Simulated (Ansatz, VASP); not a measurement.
# GaSi63H (Ga-H pair in Si): VASP beside Ansatz, part 2 of 2

One calculation is typed for both programs; each brings its own data sets. How far apart do they land? Of the first pair: The structure shown is the start of the Ansatz relaxation below; VASP solves that cell, so the two are compared at the walk's first step.

VASP 6.6.1 and Ansatz 0.2.0.

So far. Step 3 (VASP: single point, PBE, start cell, pair 1): The run ends at a pressure of 0.86 GPa, with forces up to 1.9 eV/Å.

## 4. Comparison

Known differences besides the potentials themselves: the cutoff is 420 eV in Ansatz and 400 eV in VASP (PREC = Accurate, projectors in real space). Total energies have different zeros and are not compared.

Forces on 8 of the 65 atoms, those with the largest forces and the largest differences (eV/Å; atoms numbered as in POSCAR):

```
atom          Ansatz x, y, z            VASP x, y, z
 Si4   -0.169, -0.186, 0.206   -0.167, -0.183, 0.208
 Si6   -0.451, 0.259, -0.497   -0.451, 0.257, -0.497
 Si7   0.044, -0.452, -0.473   0.043, -0.452, -0.473
Si26    -0.943, 1.054, 1.053    -0.941, 1.053, 1.052
Si41    0.691, -0.905, 0.944    0.691, -0.904, 0.944
Si48    0.811, 1.066, -1.302    0.810, 1.065, -1.300
Ga64     0.700, 0.399, 0.746     0.699, 0.400, 0.745
 H65  -0.986, -1.005, -0.970  -0.988, -1.007, -0.971
```

The forces differ by 0.7 meV/Å r.m.s., which is 0.2 % of the r.m.s. force of 0.332 eV/Å (both taken over all components).

## 5. Ansatz: relaxation, PBE

This run makes the geometry at which the two programs are then compared.

The structure compared here is the end of the Ansatz relaxation.

This is the run of step 2 again, met here at its other cell.

## 6. VASP: single point, PBE, relaxed atoms in a fixed cell, pair 2

The same cell, functional, mesh and smearing now go to VASP, with its own data sets.

INCAR reads:

```
SYSTEM = GaSi63H
PREC = Accurate
ENCUT = 400
EDIFF = 1E-06
NELM = 120
ISMEAR = -1
SIGMA = 0.01
LREAL = Auto
ALGO = Normal
GGA = PE
NBANDS = 184
LORBIT = 11
LWAVE = .FALSE.
LCHARG = .FALSE.
ISIF = 2
ISYM = 0
LASPH = .TRUE.
GGA_COMPAT = .FALSE.
EFERMI = MIDGAP
NCORE = 2
```

POSCAR reads:

```
GaSi63H
1.0
   10.9395664900      0.0000000000      0.0000000000
    0.0000000000     10.9395664900      0.0000000000
    0.0000000000      0.0000000000     10.9395664900
Si Ga H
63 1 1
Direct
    0.9968416034      0.9961197062      0.2486373667
    0.9972449637      0.2487639414      0.9966170579
    0.2505038783      0.0009993617      0.0010799226
    0.2323111365      0.2339061320      0.2340458900
    0.1193868024      0.1185562659      0.3749489976
    0.1198248753      0.3753335232      0.1191218264
    0.3795180243      0.1242018591      0.1243384856
    0.0006758722      0.9997908823      0.7498117620
    0.0009378432      0.2504235420      0.4997510551
    0.2504718873      0.9992358196      0.4997172589
    0.2507493379      0.2499876838      0.7495935237
    0.1258819960      0.1251146693      0.8746724735
    0.1261098059      0.3759290883      0.6254003531
    0.3756023719      0.1234500660      0.6261787956
    0.3757799507      0.3752352366      0.8745077190
    0.0008882998      0.4998407929      0.2506945217
    0.0006156298      0.7496395344      0.9997304092
    0.2505521416      0.4998005497      0.9992026673
    0.2507449221      0.7495701505      0.2500100483
    0.1260610671      0.6255339009      0.3760700757
    0.1258018150      0.8744783261      0.1250625704
    0.3756105088      0.6263884347      0.1232506147
    0.3757553111      0.8744742102      0.3752801701
    0.0002601351      0.4994363028      0.7494167339
    0.0002458491      0.7494956022      0.4996257002
    0.2491210087      0.5070460648      0.5070122702
    0.2503843391      0.7528840811      0.7529364592
    0.1253927765      0.6249609871      0.8746585427
    0.1254417477      0.8747453196      0.6251006395
    0.3755985475      0.6294370882      0.6295359598
    0.3753829476      0.8768860038      0.8768444306
    0.5018423998      0.9994137501      0.2517516270
    0.5017921331      0.2515852775      0.9994255198
    0.7496003068      0.9993666902      0.9993788561
    0.7506914725      0.2498412122      0.2498821548
    0.6285601930      0.1233755622      0.3762601168
    0.6285793467      0.3761117915      0.1232721600
    0.8744644333      0.1244075048      0.1244480093
    0.8756003867      0.3749047434      0.3750173218
    0.4999085870      0.9990360660      0.7504726369
    0.5063050817      0.2434308285      0.5053285728
    0.7522800415      0.9986697090      0.5004211831
    0.7513499125      0.2500875746      0.7507149398
    0.6253857691      0.1250294929      0.8746252779
    0.6273080897      0.3740927941      0.6267653766
    0.8762622619      0.1255046834      0.6253302933
    0.8753608224      0.3754064159      0.8736134263
    0.5060666021      0.5051790425      0.2429994586
    0.5000334302      0.7506633390      0.9990085630
    0.7523524887      0.5003235067      0.9986883093
    0.7511715424      0.7504382514      0.2502028053
    0.6270385940      0.6264223865      0.3740985380
    0.6254692842      0.8746553196      0.1251854000
    0.8762357235      0.6252381549      0.1255868911
    0.8750945421      0.8733692905      0.3755350964
    0.5009255966      0.5001871654      0.7499301462
    0.5008350930      0.7497936435      0.5002040409
    0.7499801398      0.4994855909      0.4995666943
    0.7505759072      0.7495924091      0.7496123185
    0.6258898177      0.6252244500      0.8751520559
    0.6258183306      0.8750587848      0.6252182337
    0.8754124948      0.6245283876      0.6245839312
    0.8756092742      0.8748371838      0.8748696485
    0.4016364781      0.3971884888      0.3969435464
    0.2776712223      0.3258242600      0.3301484029
```

KPOINTS reads:

```
Points of the shifted mesh
1
Reciprocal
 0.2500000000  0.2500000000  0.2500000000 1
```

Potentials, in the order of the species: Si, Ga_d and H (PBE family, release 64).

Started as:

```bash
> mpirun -np 8 vasp_std
```

Numbers of over 12 decimals in the logs are rounded to 6 here.

The log of the run:

```text
[... set-up lines as in an earlier step ...]
 entering main loop
       N       E                     dE             d eps       ncg     rms          rms(c)
DAV:   1     0.712641107411E+03    0.71264E+03   -0.86421E+04   376   0.100E+03
DAV:   2    -0.263728193382E+03   -0.97637E+03   -0.90465E+03   448   0.184E+02
DAV:   3    -0.349187234057E+03   -0.85459E+02   -0.83706E+02   464   0.562E+01
DAV:   4    -0.352589138926E+03   -0.34019E+01   -0.33812E+01   504   0.133E+01
[...]
DAV:  13    -0.346889910924E+03   -0.14897E-04   -0.43775E-05   448   0.141E-02    0.620E-03
DAV:  14    -0.346889913428E+03   -0.25038E-05   -0.43774E-06   448   0.390E-03    0.360E-03
DAV:  15    -0.346889913884E+03   -0.45665E-06   -0.16816E-06   344   0.256E-03
   1 F= -.34688991E+03 E0= -.34688991E+03  d E =0.000000E+00
```

From OUTCAR (step 6):

```text
  Total        5.9674621      5.3746971      5.3097314     -7.4275165     -8.2962074     -7.4492138
  in kB        7.3029767      6.5775513      6.4980462     -9.0897904    -10.1528939     -9.1163436
  external PRESSURE =       6.7928580 kB  Pullay stress =       0.0000000 kB

 POSITION                                       TOTAL-FORCE (eV/Angst)
 -----------------------------------------------------------------------------------
     10.90502     10.89712      2.71999        -0.001594     -0.002353     -0.000019
     10.90943      2.72137     10.90256        -0.000607     -0.001242     -0.001824
      2.74040      0.01093      0.01181         0.001975     -0.001932     -0.001915
      2.54138      2.55883      2.56036         0.000428      0.000883      0.005959
      1.30604      1.29695      4.10178         0.000917      0.002232     -0.000470
      1.31083      4.10599      1.30314        -0.000834     -0.003597     -0.000754
      4.15176      1.35871      1.36021        -0.001203     -0.001846     -0.003601
      0.00739     10.93728      8.20262        -0.000591     -0.002248      0.001980
      0.01026      2.73952      5.46706        -0.002340     -0.000755     -0.000603
      2.74005     10.93121      5.46669        -0.000365      0.001601     -0.001138
      2.74309      2.73476      8.20023         0.001292      0.000959     -0.001250
      1.37709      1.36870      9.56854        -0.002531      0.001521     -0.000125
      1.37959      4.11250      6.84161        -0.000053      0.000203      0.000147
      4.10893      1.35049      6.85012         0.001900      0.000562     -0.000802
[...]
-----------------------------------------------------------------------------------
    total drift:                               -0.023518      0.011083      0.010892

  FREE ENERGIE OF THE ION-ELECTRON SYSTEM (eV)
  ---------------------------------------------------
  free  energy   TOTEN  =      -346.8899138843 eV

  energy  without entropy=     -346.8899138843  energy(sigma->0) =     -346.88991388

[... 1 part as in an earlier step ...]

[... 1 further part left out ...]
```

The run ends at a pressure of 0.68 GPa, with forces up to 0.020 eV/Å.

## 7. Differences

Compared:

```
              quantity  Ansatz   VASP  difference
gap on the k mesh (eV)   1.082  1.084      -0.001
```

The largest component of a force difference here is 8 meV/Å. A gap on the mesh is an upper bound, since the band edges may lie between its points.

## 8. Summary of results

| Property | Result |
| --- | --- |
| r.m.s. force difference (single point, PBE, start cell, pair 1) | 0.22 % of the r.m.s. force |
| difference in gap on the k mesh (single point, PBE, relaxed atoms in a fixed cell, pair 2) | -0.0015 eV |

In words: The r.m.s. force difference is 0.22 % of the r.m.s. force (single point, PBE, start cell, pair 1), within the 3 % picked in this series as the mark of a large difference. How closely two codes agree says nothing of how well the functional describes the real material.

[Lines on the potential files, build, host, timing and source positions are cut from VASP's logs without a mark.]

[Logs are printed without paths, hosts, clocks, repeated set-up lines and the standing remarks that a program may print on its own settings, such as how far it seeks lower states.]

[Hosts, paths, dates, database ids (printed as entryN), source tags and the programs' standing remarks are cut or masked in the printed files.]
